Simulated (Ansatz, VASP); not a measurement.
## Sb in VASP and in Ansatz

```
Sb
1.0
     3.16000    0.04740    0.04740
     0.04740    3.16000    0.04740
     0.04740    0.04740    3.16000
Sb
1
Direct
  0.00000 0.00000 0.00000
```

Change from the starting cell: equal xy, yz and zx shear strains of +3 %, crystal datasets.

Alike in both runs: task electric field gradients; functional PBEsol; k mesh 13 × 13 × 13; occupations fermi-dirac, width 0.05 eV; no spin polarisation.

```csv
,VASP,Ansatz
version,VASP 6.6.1,Ansatz 0.2.0
potentials or method,"VASP PAW PBE potentials, release 64 (Sb), cutoff 520 eV","all-electron PAW with datasets made for the crystal, scalar-relativistic"
```

Ansatz gave:

- pressure (GPa): -4.9
- largest component of the traceless stress (GPa): 0.52
- Vzz of the field gradient on the site that differs most (V/Å²): 22.0

Problem. Which values does VASP return?

Solution. Pressure (GPa): -4.9; largest component of the traceless stress (GPa): 0.52; Vzz of the field gradient on the site that differs most (V/Å²): 21.5.

Ansatz ran all-electron here, so the differences hold the error of VASP's frozen core and of both bases. Ansatz warned: «gradients_without_spin_orbit».

Caveats: the PAW data sets were made with another functional, which shifts forces and pressure a little (VASP). Spin-orbit coupling is left out, which matters for the levels of Sb.
